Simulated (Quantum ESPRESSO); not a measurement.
# BAs (F-43m) in Quantum ESPRESSO: reference runs

How does BAs come out in PBEsol? The cell is run as given.

Program: Quantum ESPRESSO 7.5. These are calculated values, not measurements. Logs are shortened: lines on timing, memory, paths and dates and some standing lists are left out, and cuts for length are marked.

## Step 1: The crystal as given

The structure is cubic, space group F-43m (No. 216). The conventional cell has a = 4.777 Å, b = 4.777 Å, c = 4.777 Å, α = 90.00°, β = 90.00°, γ = 90.00°. Around As (site symmetry -43m) lie 4 B at 2.07 Å. Around B (site symmetry -43m) lie 4 As at 2.07 Å.

## Step 2: Single point, PBEsol

File pw.in:

```
&CONTROL
  calculation = 'scf'
  prefix = 'pwscf'
  outdir = './tmp'
  pseudo_dir = './pseudo'
  tprnfor = .true.
  tstress = .true.
  disk_io = 'low'
/
&SYSTEM
  ibrav = 0
  nat = 2
  ntyp = 2
  ecutwfc = 45
  ecutrho = 360
  nbnd = 9
  occupations = 'smearing'
  smearing = 'fd'
  degauss = 0.00367493
/
&ELECTRONS
  conv_thr = 4d-10
  electron_maxstep = 120
  mixing_beta = 0.5
/
ATOMIC_SPECIES
As    74.9216 as_pbesol_v1.uspp.F.UPF
B     10.8100 b_pbesol_v1.4.uspp.F.UPF
CELL_PARAMETERS angstrom
   0.0000000000    2.3885000000    2.3885000000
   2.3885000000    0.0000000000    2.3885000000
   2.3885000000    2.3885000000    0.0000000000
ATOMIC_POSITIONS crystal
As     0.7500000000    0.7500000000    0.7500000000
B      0.0000000000    0.0000000000    0.0000000000
K_POINTS automatic
10 10 10 0 0 0
```

File pp_density.in:

```
&INPUTPP
  prefix = 'pwscf'
  outdir = './tmp'
  filplot = 'density.dat'
  plot_num = 0
/
&PLOT
  nfile = 1
  filepp(1) = 'density.dat'
  iflag = 3
  output_format = 6
  fileout = 'density.cube'
/
```

File pp_potential.in:

```
&INPUTPP
  prefix = 'pwscf'
  outdir = './tmp'
  filplot = 'potential.dat'
  plot_num = 11
/
&PLOT
  nfile = 1
  filepp(1) = 'potential.dat'
  iflag = 3
  output_format = 6
  fileout = 'potential.cube'
/
```

Potentials or basis: GBRV 1.5 PBEsol.

Started as:

```
$ OMP_NUM_THREADS=1 mpirun -n 2 pw.x -nk 2 -in pw.in > pw.out
$ OMP_NUM_THREADS=1 mpirun -n 1 pp.x -in pp_density.in > pp_density.out
$ OMP_NUM_THREADS=1 mpirun -n 1 pp.x -in pp_potential.in > pp_potential.out
```

pw.out:

```text
This program is part of the open-source Quantum ESPRESSO suite
     for quantum simulation of materials; please cite
[... 13 lines left out ...]
     --------------------
     sticks:   dense  smooth     PW     G-vecs:    dense   smooth      PW
     Sum        1015     511    163                21187     7583    1363

     Using Slab Decomposition

     bravais-lattice index     =            0
     lattice parameter (alat)  =       6.3832  a.u.
     unit-cell volume          =     183.9087 (a.u.)^3
     number of atoms/cell      =            2
     number of atomic types    =            2
     number of electrons       =         8.00
     number of Kohn-Sham states=            9
     kinetic-energy cutoff     =      45.0000  Ry
     charge density cutoff     =     360.0000  Ry
     scf convergence threshold =      4.0E-10
     mixing beta               =       0.5000
     number of iterations used =            8  plain     mixing
     Exchange-correlation= SLA  PW   PSX  PSC
                           (   1   4  10   8   0   0   0)

     celldm(1)=   6.383210  celldm(2)=   0.000000  celldm(3)=   0.000000
     celldm(4)=   0.000000  celldm(5)=   0.000000  celldm(6)=   0.000000

     crystal axes: (cart. coord. in units of alat)
               a(1) = (   0.000000   0.707107   0.707107 )
               a(2) = (   0.707107   0.000000   0.707107 )
               a(3) = (   0.707107   0.707107   0.000000 )

     reciprocal axes: (cart. coord. in units 2 pi/alat)
               b(1) = ( -0.707107  0.707107  0.707107 )
               b(2) = (  0.707107 -0.707107  0.707107 )
               b(3) = (  0.707107  0.707107 -0.707107 )

     PseudoPot. # 1 for As read from file:
     as_pbesol_v1.uspp.F.UPF
     Pseudo is Ultrasoft + core correction, Zval =  5.0
     Generated by new atomic code, or converted to UPF format
     Using radial grid of  875 points,  6 beta functions with:
                l(1) =   0
                l(2) =   0
                l(3) =   1
                l(4) =   1
                l(5) =   2
                l(6) =   2
     Q(r) pseudized with  8 coefficients,  rinner =    1.300   1.300   1.300
                                                       1.300   1.300

     PseudoPot. # 2 for B  read from file:
     b_pbesol_v1.4.uspp.F.UPF
     Pseudo is Ultrasoft + core correction, Zval =  3.0
     Generated by new atomic code, or converted to UPF format
     Using radial grid of  781 points,  4 beta functions with:
                l(1) =   0
                l(2) =   0
                l(3) =   1
                l(4) =   1
     Q(r) pseudized with  8 coefficients,  rinner =    1.100   1.100   1.100

     atomic species   valence    mass     pseudopotential
     As                5.00    74.92160     As( 1.00)
     B                 3.00    10.81000     B ( 1.00)

     24 Sym. Ops. (no inversion) found

   Cartesian axes

     site n.     atom                  positions (alat units)
         1        As     tau(   1) = (   1.0606602   1.0606602   1.0606602  )
         2        B      tau(   2) = (   0.0000000   0.0000000   0.0000000  )

     number of k points=    47  Fermi-Dirac smearing, width (Ry)=  0.0037
                       cart. coord. in units 2pi/alat
        k(    1) = (   0.0000000   0.0000000   0.0000000), wk =   0.0020000
        k(    2) = (   0.0707107   0.0707107  -0.0707107), wk =   0.0160000
        k(    3) = (   0.1414214   0.1414214  -0.1414214), wk =   0.0160000
        k(    4) = (   0.2121320   0.2121320  -0.2121320), wk =   0.0160000
        k(    5) = (   0.2828427   0.2828427  -0.2828427), wk =   0.0160000
        k(    6) = (  -0.3535534  -0.3535534   0.3535534), wk =   0.0080000
[... 39 lines left out ...]
        k(   46) = (  -0.0707107  -0.3535534   0.6363961), wk =   0.0480000
        k(   47) = (  -0.7071068   0.2828427   0.0000000), wk =   0.0240000

     Dense  grid:    21187 G-vectors     FFT dimensions: (  40,  40,  40)

     Smooth grid:     7583 G-vectors     FFT dimensions: (  27,  27,  27)

     Initial potential from superposition of free atoms

     starting charge       7.9995, renormalised to       8.0000
     Starting wfcs are    8 randomized atomic wfcs +    1 random wfcs

     Self-consistent Calculation

     iteration #  1     ecut=    45.00 Ry     beta= 0.50
     Davidson diagonalization with overlap
     ethr =  1.00E-02,  avg # of iterations =  4.6

     total energy              =     -46.31619373 Ry
     estimated scf accuracy    <       0.14321461 Ry

     iteration #  2     ecut=    45.00 Ry     beta= 0.50
     Davidson diagonalization with overlap
     ethr =  1.79E-03,  avg # of iterations =  1.1

     total energy              =     -46.34204829 Ry
     estimated scf accuracy    <       0.00951752 Ry

     iteration #  3     ecut=    45.00 Ry     beta= 0.50
     Davidson diagonalization with overlap
     ethr =  1.19E-04,  avg # of iterations =  2.5

     total energy              =     -46.34274076 Ry
     estimated scf accuracy    <       0.00146570 Ry

     iteration #  4     ecut=    45.00 Ry     beta= 0.50
     Davidson diagonalization with overlap
     ethr =  1.83E-05,  avg # of iterations =  3.0

     total energy              =     -46.34290825 Ry
     estimated scf accuracy    <       0.00002673 Ry

     iteration #  5     ecut=    45.00 Ry     beta= 0.50
     Davidson diagonalization with overlap
     ethr =  3.34E-07,  avg # of iterations =  5.3

     total energy              =     -46.34294289 Ry
     estimated scf accuracy    <       0.00000294 Ry

     iteration #  6     ecut=    45.00 Ry     beta= 0.50
     Davidson diagonalization with overlap
     ethr =  3.67E-08,  avg # of iterations =  3.6

     total energy              =     -46.34294470 Ry
     estimated scf accuracy    <       0.00000005 Ry

     iteration #  7     ecut=    45.00 Ry     beta= 0.50
     Davidson diagonalization with overlap
     ethr =  6.08E-10,  avg # of iterations =  4.7

     total energy              =     -46.34294477 Ry
     estimated scf accuracy    <          2.0E-09 Ry

     iteration #  8     ecut=    45.00 Ry     beta= 0.50
     Davidson diagonalization with overlap
     ethr =  2.48E-11,  avg # of iterations =  4.1

     End of self-consistent calculation

          k = 0.0000 0.0000 0.0000 (   941 PWs)   bands (ev):

    -6.8736   8.5624   8.5624   8.5624  11.8232  11.8232  11.8232  13.2994
    18.0059

          k = 0.0707 0.0707-0.0707 (   932 PWs)   bands (ev):

    -6.7091   7.1570   8.2588   8.2588  11.9709  12.2250  12.2250  14.1777
    18.6535

          k = 0.1414 0.1414-0.1414 (   920 PWs)   bands (ev):

    -6.2239   4.7802   7.6832   7.6832  11.7551  12.9450  12.9450  15.7961
    19.6721

          k = 0.2121 0.2121-0.2121 (   938 PWs)   bands (ev):

    -5.4543   2.4806   7.1763   7.1763  11.4805  13.3367  13.3367  17.0340
    19.8145

          k = 0.2828 0.2828-0.2828 (   941 PWs)   bands (ev):

    -4.5325   0.5990   6.8521   6.8521  11.2960  13.3480  13.3480  17.3972
    20.5540

          k =-0.3536-0.3536 0.3536 (   960 PWs)   bands (ev):

    -3.9933  -0.2656   6.7420   6.7420  11.2330  13.3037  13.3037  17.3842
    21.2100

          k = 0.1414-0.0000 0.0000 (   937 PWs)   bands (ev):

    -6.6541   7.5676   7.7208   7.7208  11.3014  12.9068  12.9068  14.0675
    18.8793

          k = 0.2121 0.0707-0.0707 (   926 PWs)   bands (ev):

    -6.2749   5.5506   7.0890   7.4465  11.4284  13.1322  13.7875  15.0029
    18.6031

          k = 0.2828 0.1414-0.1414 (   941 PWs)   bands (ev):

    -5.5957   3.2683   6.6156   6.8584  11.7827  13.1570  14.2808  15.7256
    19.2955

          k = 0.3536 0.2121-0.2121 (   931 PWs)   bands (ev):
[... 74 lines left out ...]
          k =-0.1414-0.5657 0.5657 (   945 PWs)   bands (ev):

    -3.3963   0.9442   3.4855   5.0626  10.5060  13.1799  17.2499  17.4864
    20.7535

          k =-0.0707-0.4950 0.4950 (   941 PWs)   bands (ev):

    -2.9941   0.4936   2.7265   5.3592  10.8273  15.2362  16.8732  17.2190
    19.1754

          k =-0.0000-0.4243 0.4243 (   945 PWs)   bands (ev):

    -3.5021   1.0597   2.6786   5.9101  11.3821  15.8619  16.1794  17.0105
    18.7815

          k = 0.5657-0.0000 0.0000 (   942 PWs)   bands (ev):

    -3.6202   1.2415   4.6928   4.6928   9.6416  10.7089  18.9950  18.9950
    20.9093

          k =-0.0707-0.6364 0.6364 (   950 PWs)   bands (ev):

    -2.9456   0.4447   3.9431   4.6206   9.9990  10.9568  19.2018  19.2410
    21.1292

          k = 0.0000-0.5657 0.5657 (   951 PWs)   bands (ev):

    -2.6547   0.2972   2.8828   4.8526  10.2894  12.8878  18.4519  18.7531
    19.8824

          k =-0.7071 0.0000 0.0000 (   934 PWs)   bands (ev):

    -2.6864   0.0364   4.4671   4.4671   9.8757   9.9042  19.9647  19.9647
    21.4504

          k = 0.2828 0.1414 0.0000 (   934 PWs)   bands (ev):

    -5.7966   4.4659   5.6644   7.1783  11.5803  13.5592  14.6817  14.8689
    18.7772

          k = 0.3536 0.2121-0.0707 (   937 PWs)   bands (ev):

    -5.0399   2.6340   4.9446   6.6259  12.1082  13.5578  14.7923  15.5723
    19.4727

          k =-0.2828-0.4243 0.5657 (   936 PWs)   bands (ev):

    -4.1394   0.8959   4.6956   6.1085  12.2737  13.2816  15.1904  16.6463
    20.0479

          k =-0.2121-0.3536 0.4950 (   942 PWs)   bands (ev):

    -3.6180   0.0794   4.6413   5.8990  12.3044  13.1143  15.2676  17.7106
    19.6210

          k = 0.4243 0.1414-0.0000 (   933 PWs)   bands (ev):

    -4.7703   2.8406   4.6547   5.6041  10.9907  12.9230  15.4996  16.9680
    20.0415

          k =-0.2121-0.4950 0.6364 (   931 PWs)   bands (ev):

    -3.9218   1.4855   3.8923   5.1312  11.5770  13.6516  15.1170  17.5557
    20.3968

          k =-0.1414-0.4243 0.5657 (   944 PWs)   bands (ev):

    -3.2279   0.4948   3.3837   5.0469  11.8594  14.4574  15.7074  17.5335
    19.1720

          k =-0.0707-0.3536 0.4950 (   939 PWs)   bands (ev):

    -3.4253   0.7836   3.1472   5.3877  12.2633  14.2042  15.9215  17.6800
    18.6551

          k = 0.0000-0.2828 0.4243 (   937 PWs)   bands (ev):

    -4.2468   1.8835   3.5091   6.0033  12.6742  13.7648  14.7990  16.7883
    19.5510

          k =-0.1414-0.5657 0.7071 (   944 PWs)   bands (ev):

    -3.4878   1.1817   4.0598   4.4587  10.7325  11.6444  17.3044  18.9382
    20.8668

          k =-0.0707-0.4950 0.6364 (   939 PWs)   bands (ev):

    -2.8249   0.5369   3.0987   4.3504  11.2505  13.0512  16.8716  18.5074
    20.2728

          k = 0.0000-0.4243 0.5657 (   930 PWs)   bands (ev):

    -2.8123   0.5900   2.5082   4.7267  11.6616  15.1821  16.1827  17.1182
    19.3524

          k =-0.7071 0.1414 0.0000 (   956 PWs)   bands (ev):

    -2.6315   0.1741   3.9311   4.0033  10.8995  10.9476  18.8390  19.1135
    21.0453

          k =-0.1414-0.4243 0.7071 (   940 PWs)   bands (ev):

    -3.1537   0.9360   3.0457   4.3618  12.9388  13.8193  14.6656  18.2533
    19.6759

          k =-0.0707-0.3536 0.6364 (   936 PWs)   bands (ev):

    -2.7429   0.5780   2.8104   4.0178  13.2465  14.2551  15.4479  16.5829
    19.9892

          k =-0.7071 0.2828 0.0000 (   940 PWs)   bands (ev):

    -2.5369   0.4564   3.1544   3.4015  13.0382  13.3741  16.3959  16.4566
    20.8907

     the Fermi energy is     9.0848 ev

!    total energy              =     -46.34294477 Ry
     estimated scf accuracy    <          4.4E-11 Ry
     smearing contrib. (-TS)   =      -0.00000002 Ry
     internal energy E=F+TS    =     -46.34294476 Ry

     The total energy is F=E-TS. E is the sum of the following terms:
     one-electron contribution =       6.64572825 Ry
     hartree contribution      =       1.22950374 Ry
     xc contribution           =     -34.28475807 Ry
     ewald contribution        =     -19.93341868 Ry

     convergence has been achieved in   8 iterations

     Forces acting on atoms (cartesian axes, Ry/au):

     atom    1 type  1   force =     0.00000000    0.00000000   -0.00000000
     atom    2 type  2   force =    -0.00000000    0.00000000    0.00000000

     Total force =     0.000000     Total SCF correction =     0.000000

     Computing stress (Cartesian axis) and pressure

          total   stress  (Ry/bohr**3)                   (kbar)     P=        3.00
   0.00002040  -0.00000000   0.00000000            3.00       -0.00        0.00
  -0.00000000   0.00002040   0.00000000           -0.00        3.00        0.00
   0.00000000  -0.00000000   0.00002040            0.00       -0.00        3.00

=------------------------------------------------------------------------------=
   JOB DONE.
=------------------------------------------------------------------------------=
```

Wall time 7 s (2 MPI ranks of Arm Neoverse V2, shared host); peak memory 0.16 GiB.

What came out:

```
Free energy            : -630.5279 eV
Pressure               : 0.3 GPa
Band gap on the k mesh : 1.08 eV, indirect (least direct gap 3.26 eV)
```

Levels at points of the mesh, in eV from the valence-band top:
| k point | band 1 | band 2 | band 3 | band 4 | band 5 | band 6 | band 7 | band 8 |
| --- | --- | --- | --- | --- | --- | --- | --- | --- |
| (0.00, 0.00, 0.00) | -15.44 | 0.00 | 0.00 | 0.00 | 3.26 | 3.26 | 3.26 | 4.74 |
| (0.00, 0.00, -0.50) | -12.56 | -8.83 | -1.82 | -1.82 | 2.67 | 4.74 | 4.74 | 8.82 |
| (0.00, -0.50, -0.50) | -11.25 | -8.53 | -4.10 | -4.10 | 1.31 | 1.34 | 11.40 | 11.40 |

A k mesh can miss the band edges. Expect the measured gap to be larger: semilocal functionals such as PBEsol lack the derivative discontinuity.
